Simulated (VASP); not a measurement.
# PtSe2 (Sudovikovite): formation energy of interstitial B

How easily does interstitial B form in PtSe2 (Sudovikovite)? The host is relaxed first, then a supercell is run with and without the defect. The start is a cell from a database of measured crystal structures.

Program: VASP 6.6.1. Level of theory: PBEsol; plane waves and PAW (Pt, Se), in the first sound run; inputs show where later runs differ. Results are calculated unless marked as measured.

The database entry behind the starting cell has ideal inner coordinates that were not refined, so it need not match the best structure at ambient conditions.

## 1. The host crystal

Symmetry: P-3m1, No. 164, trigonal system. Conventional cell: a = 3.724 Å, b = 3.724 Å, c = 5.062 Å, α = 90.00°, β = 90.00°, γ = 120.00°. Nearest to Pt lie 6 Se at 2.49 Å. Se has 3 Pt at 2.49 Å nearest. Farther neighbours and most contacts between anions are not listed.

## 2. The host at zero pressure

First cell and atoms are relaxed at a raised cutoff, so that later runs start from this functional's own cell.

File INCAR:

```
SYSTEM = PtSe2
PREC = Accurate
ENCUT = 350
EDIFF = 1E-06
NELM = 120
ISMEAR = 0
SIGMA = 0.05
LREAL = .FALSE.
ALGO = Normal
GGA = PS
NBANDS = 17
LASPH = .TRUE.
LORBIT = 11
LWAVE = .FALSE.
LCHARG = .FALSE.
KPAR = 4
IBRION = 2
NSW = 40
ISIF = 3
EDIFFG = -0.02
POTIM = 0.4
```

File POSCAR:

```
PtSe2
1.0
    3.7240000000      0.0000000000      0.0000000000
   -1.8620000000      3.2250786037      0.0000000000
    0.0000000000      0.0000000000      5.0620000000
Pt Se
1 2
Direct
    0.0000000000      0.0000000000      0.0000000000
    0.6666666667      0.3333333333      0.7500000000
    0.3333333333      0.6666666667      0.2500000000
```

File KPOINTS:

```
Automatic mesh
0
Gamma
6 6 4
0 0 0
```

PAW data sets: Pt and Se (PBE family, release 64).

Started as:

```bash
$ mpirun -np 4 vasp_std
```

The program printed:

```text
[banner, memory and clock lines left out]
running    4 mpi-ranks, on    1 nodes
 distrk:  each k-point on    1 cores,    4 groups
 distr:  one band on    1 cores,    1 groups

 POSCAR found type information on POSCAR PtSe
 POSCAR found :  2 types and       3 ions
|                                                                             |
|               ----> ADVICE to this user running VASP <----                  |
|                                                                             |
|     You enforced a specific xc type in the INCAR file but a different       |
|     [... a line on the potential file left out ...]
|     I HOPE YOU KNOW WHAT YOU ARE DOING!                                     |
|                                                                             |

 LDA part: xc-table for (Slater+PW92), standard interpolation
 POSCAR, INCAR and KPOINTS ok, starting setup
 FFT: planning ... GRIDC
 FFT: planning ... GRID_SOFT
 FFT: planning ... GRID
 WAVECAR not read
 entering main loop
       N       E                     dE             d eps       ncg     rms          rms(c)
DAV:   1     0.826294535392E+02    0.82629E+02   -0.80730E+03   856   0.817E+02
DAV:   2    -0.134276387285E+02   -0.96057E+02   -0.93891E+02  1034   0.187E+02
DAV:   3    -0.167318932957E+02   -0.33043E+01   -0.32891E+01   966   0.356E+01
DAV:   4    -0.167527968734E+02   -0.20904E-01   -0.20898E-01  1057   0.312E+00
DAV:   5    -0.167530385725E+02   -0.24170E-03   -0.24170E-03   992   0.311E-01    0.133E+01
DAV:   6    -0.161282863169E+02    0.62475E+00   -0.48466E+00   842   0.198E+01    0.790E+00
DAV:   7    -0.159134599764E+02    0.21483E+00   -0.91132E-01   843   0.936E+00    0.392E+00
DAV:   8    -0.158865093899E+02    0.26951E-01   -0.57436E-02   866   0.175E+00    0.856E-01
DAV:   9    -0.158841902935E+02    0.23191E-02   -0.64179E-03   961   0.745E-01    0.216E-01
DAV:  10    -0.158842566158E+02   -0.66322E-04   -0.86222E-04   956   0.214E-01    0.470E-02
DAV:  11    -0.158842397230E+02    0.16893E-04   -0.10965E-04   954   0.101E-01    0.189E-02
DAV:  12    -0.158842392392E+02    0.48378E-06   -0.11927E-05   902   0.259E-02    0.556E-03
DAV:  13    -0.158842394036E+02   -0.16444E-06   -0.62505E-07   640   0.553E-03
   1 F= -.15884239E+02 E0= -.15882904E+02  d E =-.158842E+02
 curvature:   0.00 expect dE= 0.000E+00 dE for cont linesearch  0.000E+00
 trial: gam= 0.00000 g(F)=  0.873E-02 g(S)=  0.261E-01 ort = 0.000E+00 (trialstep = 0.100E+01)
 search vector abs. value=  0.349E-01
 bond charge predicted
       N       E                     dE             d eps       ncg     rms          rms(c)
DAV:   1    -0.160157584527E+02   -0.13152E+00   -0.28590E+00   851   0.133E+01    0.232E+00
DAV:   2    -0.159178300420E+02    0.97928E-01   -0.57748E-01   847   0.745E+00    0.173E+00
DAV:   3    -0.158881321348E+02    0.29698E-01   -0.66191E-02   857   0.252E+00    0.723E-01
DAV:   4    -0.158823562802E+02    0.57759E-02   -0.25690E-02   848   0.938E-01    0.238E-01
DAV:   5    -0.158824203249E+02   -0.64045E-04   -0.53543E-04   884   0.155E-01    0.135E-01
DAV:   6    -0.158824265338E+02   -0.62089E-05   -0.11880E-04  1027   0.792E-02    0.100E-02
DAV:   7    -0.158824269931E+02   -0.45932E-06   -0.43922E-06   937   0.149E-02
   2 F= -.15882427E+02 E0= -.15881001E+02  d E =0.181241E-02
[... from here on, the cycles between the ionic steps are left out ...]
   3 F= -.15892272E+02 E0= -.15890860E+02  d E =-.803238E-02
   4 F= -.15894097E+02 E0= -.15892661E+02  d E =-.182567E-02
   5 F= -.15899675E+02 E0= -.15898532E+02  d E =-.740319E-02
   6 F= -.15907844E+02 E0= -.15907012E+02  d E =-.155718E-01
   7 F= -.15895115E+02 E0= -.15894341E+02  d E =-.284360E-02
   8 F= -.15908846E+02 E0= -.15907999E+02  d E =-.165741E-01
   9 F= -.15908913E+02 E0= -.15908063E+02  d E =-.166411E-01
  10 F= -.15908572E+02 E0= -.15907718E+02  d E =0.340548E-03
  11 F= -.15908969E+02 E0= -.15908117E+02  d E =-.561022E-04
  12 F= -.15908980E+02 E0= -.15908126E+02  d E =-.112660E-04
 trial-energy change:   -0.000011  1 .order    0.000005   -0.000171    0.000182
 step:   1.4350(harm=  1.2555)  dis= 0.00109  next Energy=   -15.909019 (dE=-0.503E-04)
 bond charge predicted
       N       E                     dE             d eps       ncg     rms          rms(c)
DAV:   1    -0.159091859712E+02   -0.20551E-03   -0.61373E-03   849   0.532E-01    0.665E-02
DAV:   2    -0.159090546276E+02    0.13134E-03   -0.59693E-04   838   0.227E-01    0.420E-02
DAV:   3    -0.159090285477E+02    0.26080E-04   -0.76501E-05   919   0.808E-02    0.172E-02
DAV:   4    -0.159090207638E+02    0.77839E-05   -0.27133E-05   897   0.309E-02    0.597E-03
DAV:   5    -0.159090205019E+02    0.26190E-06   -0.13873E-06   569   0.883E-03
  13 F= -.15909021E+02 E0= -.15908166E+02  d E =-.515365E-04
 curvature:  -0.88 expect dE=-0.169E-05 dE for cont linesearch -0.813E-07
 trial: gam= 0.00000 g(F)=  0.327E-06 g(S)=  0.159E-05 ort =-0.295E-05 (trialstep = 0.236E+01)
 search vector abs. value=  0.192E-05
 reached required accuracy - stopping structural energy minimisation
```

It took 25 s on 4 MPI ranks of Intel Xeon Platinum 8488C (Sapphire Rapids), shared host; peak memory 0.62 GiB; 97 s of CPU time.

Lines that name or quote the potential files are left out of all logs, and their timing lines are given in words.

Parts of OUTCAR (step 2):

```text
ion  position               nearest neighbor table
   1  0.000  0.000  0.000-   2 2.49   3 2.49   2 2.49   3 2.49   2 2.49   3 2.49
   2  0.667  0.333  0.750-   1 2.49   1 2.49   1 2.49
   3  0.333  0.667  0.250-   1 2.49   1 2.49   1 2.49

  LATTYP: Found a hexagonal cell.
 ALAT       =     3.7240000000
 C/A-ratio  =     1.3592910849

 Subroutine GETGRP returns: Found 12 space group operations
 (whereof 12 operations were pure point group operations)

The static configuration has the point symmetry D_3d.

 Found     24 irreducible k-points:

   k-points           NKPTS =     24   k-points in BZ     NKDIM =     24   number of bands    NBANDS=     17

   dimension x,y,z NGX =    24 NGY =   24 NGZ =   32
   dimension x,y,z NGXF=    48 NGYF=   48 NGZF=   64

   ENCUT  =  350.0 eV  25.72 Ry    5.07 a.u.   5.68  5.68  7.72*2*pi/ulx,y,z

   NELECT =      22.0000    total number of electrons

 k-points in reciprocal lattice and weights: Automatic mesh
   0.00000000  0.00000000  0.00000000       0.007
   0.16666667  0.00000000  0.00000000       0.042
   0.33333333 -0.00000000  0.00000000       0.042
   0.50000000 -0.00000000  0.00000000       0.021
   0.16666667  0.16666667  0.00000000       0.042
   0.33333333  0.16666667  0.00000000       0.083
   0.33333333  0.33333333  0.00000000       0.014
   0.00000000  0.00000000  0.25000000       0.014
   0.16666667  0.00000000  0.25000000       0.042
[...]
0.33333333  0.16666667  0.50000000       0.083
   0.33333333  0.33333333  0.50000000       0.014

 average (electrostatic) potential at core
       1 -68.1945       2 -52.5012       3 -52.5012

 E-fermi :   6.5873

 k-point     1 :       0.0000    0.0000    0.0000
  band No.  band energies     occupation
    ...
      6       2.7524      2.00000
      7       2.7524      2.00000
      8       4.1137      2.00000
      9       5.5809      2.00000
     10       5.5809      2.00000
     11       7.3356      0.00000
     12       7.7774      0.00000
     13       7.7774      0.00000
     14       9.8635      0.00000
     15      10.6694      0.00000
    ...

 k-point     2 :       0.1667    0.0000    0.0000
  band No.  band energies     occupation
    ...
      7       2.5667      2.00000
      8       3.5060      2.00000
      9       4.8107      2.00000
     10       5.1552      2.00000
     11       6.0180      2.00000
     12       8.0940      0.00000
     13       8.1863      0.00000
     14      11.2889      0.00000
     15      12.0075      0.00000
     16      13.3956      0.00000
    ...

 k-point     3 :       0.3333   -0.0000    0.0000
  band No.  band energies     occupation
    ...
      7       2.4570      2.00000
      8       3.0088      2.00000
      9       4.0936      2.00000
     10       4.1472      2.00000
     11       4.5723      2.00000
     12       7.6863      0.00000
     13       8.7676      0.00000
     14      11.3694      0.00000
     15      13.0335      0.00000
     16      14.0054      0.00000
    ...

  Total        0.0075091      0.0075091      0.0033007     -0.0000000      0.0000000      0.0000000
  in kB        0.2025430      0.2025430      0.0890297     -0.0000000      0.0000000      0.0000000
  external PRESSURE =       0.1647052 kB  Pullay stress =       0.0000000 kB

  energy-cutoff  :      350.00
  volume of cell :       59.40
      direct lattice vectors                 reciprocal lattice vectors
     3.754638304 -0.000000000  0.000000000     0.266337239  0.153769877 -0.000000000
    -1.877319152  3.251612153 -0.000000000     0.000000000  0.307539753  0.000000000
     0.000000000 -0.000000000  4.865330577    -0.000000000  0.000000000  0.205535880

 POSITION                                       TOTAL-FORCE (eV/Angst)
 -----------------------------------------------------------------------------------
     -1.87732      3.25161     -0.00000        -0.000000      0.000000      0.000000
      1.87732      1.08387      3.59153        -0.000000      0.000000     -0.002059
     -0.00000      2.16774      1.27380         0.000000     -0.000000      0.002059
 -----------------------------------------------------------------------------------
    total drift:                               -0.000000      0.000000      0.000000

  FREE ENERGIE OF THE ION-ELECTRON SYSTEM (eV)
  ---------------------------------------------------
  free  energy   TOTEN  =       -15.9090205019 eV

  energy  without entropy=      -15.9073124668  energy(sigma->0) =      -15.90816648

 reached required accuracy - stopping structural energy minimisation

 total charge
# of ion       s       p       d       tot
------------------------------------------
    1        0.675   0.686   8.039   9.400
    2        1.489   2.206   0.072   3.767
    3        1.489   2.206   0.072   3.767
--------------------------------------------------
tot          3.654   5.098   8.183  16.934

[... 3 further parts left out ...]
```

CONTCAR:

```
PtSe2
   1.00000000000000
     3.7546383036203994   -0.0000000000000000    0.0000000000000000
    -1.8773191518101997    3.2516121529642925   -0.0000000000000002
     0.0000000000000001   -0.0000000000000000    4.8653305772880264
  Pt              Se
     1     2
Direct
     0.0000000000000000    1.0000000000000000    0.0000000000000000
     0.6666666667000030    0.3333333332999970    0.7381884463890790
     0.3333333332999970    0.6666666667000030    0.2618115536109208
```

The k-mesh is coarse for a metal. The PAW data sets were made with PBE, which is usual practice but a small mismatch for other functionals. The run keeps the 12 symmetry operations of its start, so it cannot find a distortion of lower symmetry.

Step by step:

| step | energy less that of the first step (eV) | largest force (eV/Å) | pressure (GPa) | volume (Å³) |
| --- | --- | --- | --- | --- |
| 1 | 0.0000 | 0.3362 | 2.06 | 60.80 |
| 2 | 0.0018 | 0.1354 | -2.80 | 62.65 |
| 3 | -0.0080 | 0.1062 | -0.33 | 61.66 |
| 4 | -0.0099 | 0.1073 | -0.35 | 61.49 |
| 5 | -0.0154 | 0.1025 | -0.32 | 60.96 |
| 6 | -0.0236 | 0.0226 | -0.15 | 59.90 |
| 7 | -0.0109 | 0.2216 | 0.76 | 57.77 |
| 8 | -0.0246 | 0.0020 | 0.07 | 59.50 |
| 9 | -0.0247 | 0.0109 | 0.11 | 59.38 |
| 10 | -0.0243 | 0.0479 | -0.54 | 59.59 |
| 11 | -0.0247 | 0.0211 | -0.07 | 59.44 |
| 12 | -0.0247 | 0.0198 | 0.13 | 59.37 |
| 13 | -0.0248 | 0.0021 | 0.02 | 59.40 |

| conventional cell, symmetrised | before | after | change |
| --- | --- | --- | --- |
| a (Å) | 3.724 | 3.755 | +0.8 % |
| b (Å) | 3.724 | 3.755 | +0.8 % |
| c (Å) | 5.062 | 4.865 | -3.9 % |
| volume (Å³/atom) | 20.27 | 19.80 | -2.3 % |

The atoms that moved most (Å, as changes of fractional coordinates times the final cell):

| atom | dx | dy | dz | length |
| --- | --- | --- | --- | --- |
| Se2 | 0.000 | 0.000 | -0.057 | 0.057 |
| Se3 | 0.000 | 0.000 | 0.057 | 0.057 |

The relaxed structure:

```xyz
3
Lattice="3.7546 0.0000 0.0000 -1.8773 3.2516 0.0000 0.0000 0.0000 4.8653" Properties=species:S:1:pos:R:3 pbc="T T T"
Pt    0.0000    0.0000    0.0000
Se    1.8773    1.0839    3.5915
Se    0.0000    2.1677    1.2738
```

This step gave:

```yaml
electronic_cycles: 90
electrons: 22
free_energy_toten: -15.91 eV
energy_at_zero_smearing: -15.91 eV
fermi_energy: 6.587 eV
labelled_metallic_from_the_levels_on_this_mesh: yes
```

The run ended after 13 ionic steps, 0.025 eV below its first step, once forces and stress met EDIFFG = -0.02.

[end of part 1 of 5]

[Lines on the potential files, build, host, timing and source positions are cut from VASP's logs without a mark.]

[Logs are printed without paths, hosts, clocks, repeated set-up lines and the standing remarks that a program may print on its own settings, such as how far it seeks lower states.]

[Hosts, paths, dates, database ids (printed as entryN), source tags and the programs' standing remarks are cut or masked in the printed files.]

[In band tables of VASP the shares of atoms and orbitals are scaled to a sum of 1 inside the atoms' spheres.]

[Runs that stopped without an error message from VASP are left out.]
